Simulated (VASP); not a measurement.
# S (I4/mmm) in VASP: notebook

Aim: see how the results for S move with the level of theory and the settings. Levels: PBE, LDA. Tasks: relaxation of cell and atoms.

Everything below comes from runs of VASP 6.6.1. Logs are shortened: lines on timing, memory, paths and dates and some standing lists are left out, and cuts for length are marked.

## Step 1: The structure

The structure is tetragonal, space group I4/mmm (No. 139). The conventional cell has a = 2.364 Å, b = 2.364 Å, c = 8.803 Å, α = 90.00°, β = 90.00°, γ = 90.00°. Around S (site symmetry 4/mmm) lie 4 S at 2.36 Å.

The cell was built by a generator and needn't be a form met in nature.

## Step 2: Relaxation of cell and atoms, PBE

INCAR reads:

```
PREC = Accurate ; ENCUT = 600
EDIFF = 1E-6 ; ISMEAR = 0
SIGMA = 0.05 ; LREAL = F
LASPH = T ; NELM = 60
ALGO = Normal ; ISIF = 3
LWAVE = F ; LCHARG = F
GGA = PE ; IBRION = 2
NSW = 60 ; EDIFFG = -0.01
```

KPOINTS reads:

```
Automatic mesh
0
Gamma
  16 16 16
```

POSCAR reads:

```
S
1.0
   -1.1818400000      1.1818400000      4.4015700000
    1.1818400000     -1.1818400000      4.4015700000
    1.1818400000      1.1818400000     -4.4015700000
S
1
Direct
    0.0000000000      0.0000000000      0.0000000000
```

Potentials or basis: VASP PAW PBE potentials, release 64 (S).

Launch:

```bash
$ cat potpaw_PBE.64/S/POTCAR > POTCAR
$ mpirun -np 1 vasp_std > vasp.out
```

OUTCAR:

```text
PREC = Accurate
   ENCUT = 600
   EDIFF = 1E-6
   ISMEAR = 0
   LREAL = F
   LASPH = T
   NELM = 60
   ISIF = 3
   GGA = PE
   IBRION = 2
   NSW = 60
   EDIFFG = -0.01

 ion  position               nearest neighbor table
   1  0.000  0.000  0.000-

  LATTYP: Found a body centered tetragonal cell.
 ALAT       =     2.3636800000
 C/A-ratio  =     3.7243366276

  Lattice vectors:

 A1 = (  -1.1818400000,   1.1818400000,   4.4015700000)
 A2 = (   1.1818400000,  -1.1818400000,   4.4015700000)
 A3 = (   1.1818400000,   1.1818400000,  -4.4015700000)

Analysis of symmetry for initial positions (statically):
=====================================================================
 Subroutine PRICEL returns:
 Original cell was already a primitive cell.

 Routine SETGRP: Setting up the symmetry group for a
 body centered tetragonal supercell.

 Subroutine GETGRP returns: Found 16 space group operations
 (whereof 16 operations were pure point group operations)
 out of a pool of 16 trial point group operations.

The static configuration has the point symmetry D_4h.

Analysis of symmetry for dynamics (positions and initial velocities):
=====================================================================
 Subroutine PRICEL returns:
 Original cell was already a primitive cell.

 Routine SETGRP: Setting up the symmetry group for a
 body centered tetragonal supercell.

 Subroutine GETGRP returns: Found 16 space group operations
 (whereof 16 operations were pure point group operations)
 out of a pool of 16 trial point group operations.

The dynamic configuration has the point symmetry D_4h.

 Subroutine INISYM returns: Found 16 space group operations
 (whereof 16 operations are pure point group operations),
 and found     1 'primitive' translations

----------------------------------------------------------------------------------------

                                     Primitive cell

  volume of cell :      24.5915

  direct lattice vectors                    reciprocal lattice vectors
    -1.181840000  1.181840000  4.401570000     0.000000000  0.423069113  0.113595831
     1.181840000 -1.181840000  4.401570000     0.423069113  0.000000000  0.113595831
     1.181840000  1.181840000 -4.401570000     0.423069113  0.423069113  0.000000000

  length of vectors
     4.708217289  4.708217289  4.708217289     0.438054205  0.438054205  0.598310077

  position of ions in fractional coordinates (direct lattice)
     0.000000000  0.000000000  0.000000000

  ion indices of the primitive-cell ions
   primitive index   ion index
                 1           1

----------------------------------------------------------------------------------------

 KPOINTS: Automatic mesh

Automatic generation of k-mesh.
 Grid dimensions read from file:
 generate k-points for:   16   16   16

 Generating k-lattice:

  Cartesian coordinates                     Fractional coordinates (reciprocal lattice)
     0.000000000  0.026441820  0.007099739     0.062500000  0.000000000 -0.000000000
     0.026441820  0.000000000  0.007099739     0.000000000  0.062500000 -0.000000000
     0.026441820  0.026441820  0.000000000     0.000000000  0.000000000  0.062500000

  Length of vectors
     0.027378388  0.027378388  0.037394380

  Shift w.r.t. Gamma in fractional coordinates (k-lattice)
     0.000000000  0.000000000  0.000000000

 Subroutine IBZKPT returns following result:
 ===========================================

 Found    349 irreducible k-points:

 Following reciprocal coordinates:
            Coordinates               Weight
  0.000000  0.000000  0.000000      1.000000
  0.062500 -0.000000  0.000000      8.000000
  0.125000 -0.000000  0.000000      8.000000
  0.187500 -0.000000  0.000000      8.000000
  0.250000 -0.000000  0.000000      8.000000
  0.312500 -0.000000  0.000000      8.000000
[... 16 lines left out ...]
 -0.125000  0.062500 -0.000000     16.000000
 -0.062500  0.062500  0.000000      4.000000
 [... further k-points ...]
   k-points           NKPTS =    349   k-points in BZ     NKDIM =    349   number of bands    NBANDS=      7
   number of dos      NEDOS =    301   number of ions     NIONS =      1
   total plane-waves  NPLWV =  64000
   dimension x,y,z NGX =    40 NGY =   40 NGZ =   40
   dimension x,y,z NGXF=    80 NGYF=   80 NGZF=   80
   ions per type =               1
   NGX,Y,Z   is equivalent  to a cutoff of  14.12, 14.12, 14.12 a.u.
   NGXF,Y,Z  is equivalent  to a cutoff of  28.25, 28.25, 28.25 a.u.
 SYSTEM =  unknown system
   PREC   = accura    normal or accurate (medium, high low for compatibility)
   ISTART =      0    job   : 0-new  1-cont  2-samecut
   ICHARG =      2    charge: 1-file 2-atom 10-const
   ISPIN  =      1    spin polarized calculation?
   LNONCOLLINEAR =      F non collinear calculations
   LSORBIT =      F    spin-orbit coupling
   LASPH  =      T    aspherical Exc in radial PAW
   ENCUT  =  600.0 eV  44.10 Ry    6.64 a.u.   9.40  9.40  9.40*2*pi/ulx,y,z
   NELM   =     60;   NELMIN=  2; NELMDL= -5     # of ELM steps
   EDIFF  = 0.1E-05   stopping-criterion for ELM
   LREAL  =      F    real-space projection
   EDIFFG = -.1E-01   stopping-criterion for IOM
   NSW    =     60    number of steps for IOM
   IBRION =      2    ionic relax: 0-MD 1-quasi-New 2-CG
   NFREE  =      1    steps in history (QN), initial steepest desc. (CG)
   ISIF   =      3    stress and relaxation
   ISYM   =      2    0-nonsym 1-usesym 2-fastsym
   POTIM  = 0.5000    time-step for ionic-motion
   TEBEG  =    0.0;   TEEND  =   0.0 temperature during run
   PSTRESS=    0.0 pullay stress
   NELECT =       6.0000    total number of electrons
   NUPDOWN=      -1.0000    fix difference up-down
   EMIN   =  10.00;   EMAX   =-10.00  energy-range for DOS
   EFERMI =   0.00;   METHOD = LEGACY
   ISMEAR =     0;   SIGMA  =   0.05  broadening in eV -4-tet -1-fermi 0-gaus
   EFERMI_NEDOS =   21; number of points for ismear=-14 and -15
   IALGO  =     38    algorithm
   IMIX   =      4    mixing-type and parameters
     AMIX     =   0.40;   BMIX     =  1.00
     AMIX_MAG =   1.60;   BMIX_MAG =  1.00
  volume/ion in A,a.u.               =      24.59       165.95
  Fermi-wavevector in a.u.,A,eV,Ry     =   1.022972  1.933136 14.238102  1.046471
  Thomas-Fermi vector in A             =   2.156680
   LORBIT       =      0    0 simple, 1 ext, 2 COOP (PROOUT), +10 PAW based schemes
   GGA     = PE    functional components
   LHFCALC =     F    Hartree Fock is set to
   AEXX    =    0.0000 exact exchange contribution
   IVDW    =     0    specifies the selected vdW correction
   LEPSILON=     F    determine dielectric tensor
   LRPA    =     F    only Hartree local field effects (RPA)
 conjugate gradient relaxation of ions
 non-spin polarized calculation
 Gauss-broadening in eV      SIGMA  =   0.05
  energy-cutoff  :      600.00
  volume of cell :       24.59
 maximum number of plane-waves:       845
 NGX is ok and might be reduce to    40
   NGX = 19   NGY = 19   NGZ = 19

--------------------------------------- Ionic step        1  -------------------------------------------

 number of electron       6.0000000 magnetization

 Free energy of the ion-electron system (eV)
  ---------------------------------------------------
  ext. energy  EPLUGINS =         0.00000000
  ---------------------------------------------------
  free energy    TOTEN  =        -3.63976607 eV

  energy without entropy =       -3.63931120  energy(sigma->0) =       -3.63953863

------------------------ aborting loop because EDIFF is reached ----------------------------------------

  FORCE on cell =-STRESS in cart. coord.  units (eV):
  Direction    XX          YY          ZZ          XY          YZ          ZX
  --------------------------------------------------------------------------------------
  -------------------------------------------------------------------------------------
  Total       -0.1037468     -0.1037468      0.0074853      0.0000000      0.0000000      0.0000000
  in kB       -6.7592762     -6.7592762      0.4876778      0.0000000      0.0000000      0.0000000
  external PRESSURE =      -4.3436248 kB  Pullay stress =       0.0000000 kB
[... 55 lines left out ...]
  energy  without entropy=       -3.6395275204  energy(sigma->0) =       -3.63970449

--------------------------------------- Ionic step        3  -------------------------------------------

 number of electron       6.0000000 magnetization

 Free energy of the ion-electron system (eV)
  ---------------------------------------------------
  ext. energy  EPLUGINS =         0.00000000
  ---------------------------------------------------
  free energy    TOTEN  =        -3.64006403 eV

  energy without entropy =       -3.63966285  energy(sigma->0) =       -3.63986344

 E-fermi :   2.7679     XC(G=0):  -8.3176

 val. band max:        2.5216361706   @ k =  -0.3750   0.3125   0.0000
 cond. band min:       2.7747069752   @ k =  -0.4375   0.4375   0.1250
 fundamental gap:      0.2530708047
 Fermi energy:         2.7679483398

 k-point     1 :       0.0000    0.0000    0.0000
  band No.  band energies     occupation
      1     -13.9015      2.00000
      2      -1.7096      2.00000
      3       6.3634      0.00000
      4       7.4987      0.00000
      5       7.4987      0.00000
      6      11.6803      0.00000
      7      16.6722      0.00000
[... 221 lines left out ...]
 k-point    24 :      -0.0625    0.0625    0.0000
  band No.  band energies     occupation
      1     -13.7185      2.00000
      2      -1.5461      2.00000
      3       6.2055      0.00000
      4       6.5132      0.00000
      5       6.9484      0.00000
      6      13.2938      0.00000
      7      17.4106      0.00000

 [... further k-points ...]

------------------------ aborting loop because EDIFF is reached ----------------------------------------

  FORCE on cell =-STRESS in cart. coord.  units (eV):
  Direction    XX          YY          ZZ          XY          YZ          ZX
  --------------------------------------------------------------------------------------
  -------------------------------------------------------------------------------------
  Total       -0.0009376     -0.0009376     -0.0018412      0.0000000      0.0000000      0.0000000
  in kB       -0.0614224     -0.0614224     -0.1206157      0.0000000      0.0000000      0.0000000
  external PRESSURE =      -0.0811535 kB  Pullay stress =       0.0000000 kB
[... 16 lines left out ...]
  FREE ENERGIE OF THE ION-ELECTRON SYSTEM (eV)
  ---------------------------------------------------
  free  energy   TOTEN  =        -3.6400640316 eV

  energy  without entropy=       -3.6396628480  energy(sigma->0) =       -3.63986344

 reached required accuracy - stopping structural energy minimisation
```

It took 1.9 min on 1 thread of Intel Xeon 6975P-C (Granite Rapids), shared host; peak memory 0.27 GiB.

Results:

- Free energy: -3.6401 eV
- Relaxed volume: 24.46 Å³/atom
- Relaxed cell: a = 4.707 Å, b = 4.707 Å, c = 4.707 Å, α = 151.00°, β = 151.00°, γ = 41.47°
- Space group after relaxing (to 0.05 Å): I4/mmm (No. 139)
- Energy gained by relaxing: 0.3 meV/atom
- Ionic steps: 3
- Pressure after relaxing: 0.0 GPa
- Band gap on the k mesh: none (metal or under the smearing width)

The path:
```tsv
step	energy change (eV)	largest force (eV/Å)	pressure (GPa)	volume (Å³)
1	0.0000	0.0000	-0.43	24.59
2	-0.0001	0.0000	0.38	24.35
3	-0.0003	0.0000	-0.01	24.46
```

Final structure:
```
S
1.0
    -1.17850    1.17850    4.40247
     1.17850   -1.17850    4.40247
     1.17850    1.17850   -4.40247
S
1
Cartesian
  0.0000 0.0000 0.0000
```

Levels at points of the mesh, in eV from the Fermi level:
```
           k point  band 1  band 2  band 3  band 4  band 5  band 6  band 7
(0.00, 0.00, 0.00)  -16.67   -4.48    3.60    4.73    4.73    8.91   13.90
(0.50, 0.00, 0.00)  -12.43   -8.01   -1.41    5.55    6.99   11.00   12.05
(0.50, 0.50, 0.00)   -7.76   -5.01   -4.98    1.55    3.65    9.42   10.28
(0.50, 0.50, 0.50)  -16.62   -5.19    4.72    4.72    8.21    8.89    9.19
```

## Step 3: Relaxation of cell and atoms, LDA

INCAR reads:

```
PREC = Accurate
ENCUT = 600
EDIFF = 1E-7
ISMEAR = 0
SIGMA = 0.05
LREAL = F
LASPH = T
NELM = 80
ALGO = Fast
ISIF = 3
LWAVE = F
LCHARG = F
IBRION = 2
NSW = 40
EDIFFG = -0.01
```

KPOINTS reads:

```
regular mesh
0
Gamma
  16 16 16
```

POSCAR is that of step 2.

Potentials or basis: VASP PAW LDA potentials, release 64 (S).

Launch:

```bash
$ cat potpaw_LDA.64/S/POTCAR > POTCAR
$ mpirun -np 1 vasp_std > vasp.out
```

OUTCAR:

```text
PREC = Accurate
   ENCUT = 600
   EDIFF = 1E-7
   ISMEAR = 0
   LREAL = F
   LASPH = T
   NELM = 80
   ISIF = 3
   IBRION = 2
   NSW = 40
   EDIFFG = -0.01

 ion  position               nearest neighbor table
   1  0.000  0.000  0.000-

  LATTYP: Found a body centered tetragonal cell.
 ALAT       =     2.3636800000
 C/A-ratio  =     3.7243366276

  Lattice vectors:

 A1 = (  -1.1818400000,   1.1818400000,   4.4015700000)
 A2 = (   1.1818400000,  -1.1818400000,   4.4015700000)
 A3 = (   1.1818400000,   1.1818400000,  -4.4015700000)

Analysis of symmetry for initial positions (statically):
=====================================================================
 Subroutine PRICEL returns:
 Original cell was already a primitive cell.

 Routine SETGRP: Setting up the symmetry group for a
 body centered tetragonal supercell.

 Subroutine GETGRP returns: Found 16 space group operations
 (whereof 16 operations were pure point group operations)
 out of a pool of 16 trial point group operations.

The static configuration has the point symmetry D_4h.

Analysis of symmetry for dynamics (positions and initial velocities):
=====================================================================
 Subroutine PRICEL returns:
 Original cell was already a primitive cell.

[... 158 lines left out ...]

------------------------ aborting loop because EDIFF is reached ----------------------------------------

  FORCE on cell =-STRESS in cart. coord.  units (eV):
  Direction    XX          YY          ZZ          XY          YZ          ZX
  --------------------------------------------------------------------------------------
  -------------------------------------------------------------------------------------
  Total       -0.7397633     -0.7397633     -0.1591813      0.0000000      0.0000000      0.0000000
  in kB      -48.1968187    -48.1968187    -10.3709277      0.0000000      0.0000000      0.0000000
  external PRESSURE =     -35.5881883 kB  Pullay stress =       0.0000000 kB
[... 578 lines left out ...]
 k-point    24 :      -0.0625    0.0625    0.0000
  band No.  band energies     occupation
      1     -12.2073      2.00000
      2       0.8907      2.00000
      3       8.3105      0.00000
      4       8.4022      0.00000
      5       9.2579      0.00000
      6      15.4748      0.00000
      7      20.5057      0.00000

 [... further k-points ...]

[... ionic steps 4 to 12 ...]

--------------------------------------- Ionic step       13  -------------------------------------------

 number of electron       6.0000000 magnetization

------------------------ aborting loop because EDIFF is reached ----------------------------------------
[... 65 lines left out ...]
--------------------------------------- Ionic step       15  -------------------------------------------

 number of electron       6.0000000 magnetization

 Free energy of the ion-electron system (eV)
  ---------------------------------------------------
  ext. energy  EPLUGINS =         0.00000000
  ---------------------------------------------------
  free energy    TOTEN  =        -4.34968814 eV

  energy without entropy =       -4.34929007  energy(sigma->0) =       -4.34948910

 E-fermi :   5.4880     XC(G=0): -10.3732

 val. band max:        5.4639682333   @ k =   0.3750   0.2500   0.0625
 cond. band min:       5.4892012950   @ k =   0.3125   0.3125   0.0625
 fundamental gap:      0.0252330617
 Fermi energy:         5.4879513076
[... 268 lines left out ...]
  FREE ENERGIE OF THE ION-ELECTRON SYSTEM (eV)
  ---------------------------------------------------
  free  energy   TOTEN  =        -4.3496881414 eV

  energy  without entropy=       -4.3492900651  energy(sigma->0) =       -4.34948910

 reached required accuracy - stopping structural energy minimisation
```

Wall time 14 min (1 thread of Intel Xeon 6975P-C (Granite Rapids), shared host); peak memory 0.29 GiB.

What came out:

| Quantity | Value |
| --- | --- |
| Free energy | -4.3497 eV |
| Relaxed volume | 18.18 Å³/atom |
| Relaxed cell | a = 3.760 Å, b = 3.760 Å, c = 3.760 Å, α = 144.09°, β = 144.09°, γ = 51.69° |
| Space group after relaxing (to 0.05 Å) | I4/mmm (No. 139) |
| Energy gained by relaxing | 61.9 meV/atom |
| Ionic steps | 15 |
| Pressure after relaxing | 0.0 GPa |
| Band gap on the k mesh | none (metal or under the smearing width) |

The path:
```csv
step,energy change (eV),largest force (eV/Å),pressure (GPa),volume (Å³)
1,0.0000,0.0000,-3.56,24.59
2,-0.0011,0.0000,3.50,22.69
3,-0.0149,0.0000,-0.32,23.59
4,-0.0149,0.0000,-0.26,23.57
5,-0.0162,0.0000,-0.26,23.39
6,-0.0204,0.0000,-0.27,22.84
7,-0.0298,0.0000,-0.27,21.75
8,-0.0529,0.0000,-0.17,19.58
9,0.0377,0.0000,5.81,15.25
10,-0.0580,0.0000,-0.05,19.03
11,-0.0588,0.0000,0.87,17.50
12,-0.0617,0.0000,0.25,18.34
13,-0.0619,0.0000,0.35,18.14
14,-0.0513,0.0000,-3.55,18.65
15,-0.0619,0.0000,0.03,18.18
```

Final structure:
```xyz
1
Lattice="-1.1589 1.1589 3.3838 1.1589 -1.1589 3.3838 1.1589 1.1589 -3.3838" Properties=species:S:1:pos:R:3 pbc="T T T"
S     0.0000    0.0000    0.0000
```

Levels at points of the mesh, in eV from the Fermi level:
```
           k point  band 1  band 2  band 3  band 4  band 5  band 6
(0.00, 0.00, 0.00)  -17.17   -3.41    3.88    5.17    5.17    9.08
(0.50, 0.00, 0.00)  -12.40   -8.40   -1.41    4.98    7.52   12.97
(0.50, 0.50, 0.00)   -7.33   -5.28   -5.00    1.74    3.29    8.36
(0.50, 0.50, 0.50)  -16.73   -6.48    4.99    4.99    8.82   12.44
```

Caveat: the volume moved by over 15 % at a fixed basis, so the end points are rough.

## Step 4: For comparison

An earlier run on the cell as given: functional PBE; potentials or basis VASP PAW PBE potentials, release 64 (S); cutoff 520 eV; k mesh 16 × 16 × 16; occupations fermi-dirac, width 0.05 eV; no spin polarisation.

- Pressure: -0.4 GPa
- Band gap on the k mesh: none (metal or under the smearing width)

## Step 5: Overview

| task | level | potentials or basis | cell | cutoff (eV) | smearing | gap on the mesh (eV) | pressure (GPa) | relaxed volume (Å³/atom) |
| --- | --- | --- | --- | --- | --- | --- | --- | --- |
| relaxation of cell and atoms | PBE | VASP PAW PBE potentials, release 64 (S) | relaxed | 600 | gaussian 0.05 eV | none | 0.0 | 24.46 |
| relaxation of cell and atoms | LDA | VASP PAW LDA potentials, release 64 (S) | relaxed | 600 | gaussian 0.05 eV | none | 0.0 | 18.18 |
| single point | PBE | VASP PAW PBE potentials, release 64 (S) | as given | 520 | fermi-dirac 0.05 eV | none | -0.4 | - |

Alike in all rows: no spin polarisation; k mesh 16 × 16 × 16.

Caveats: the volume moved by over 15 % at a fixed basis, so the end points are rough (some runs).

Absolute energies hang on the potentials; compare differences alone.
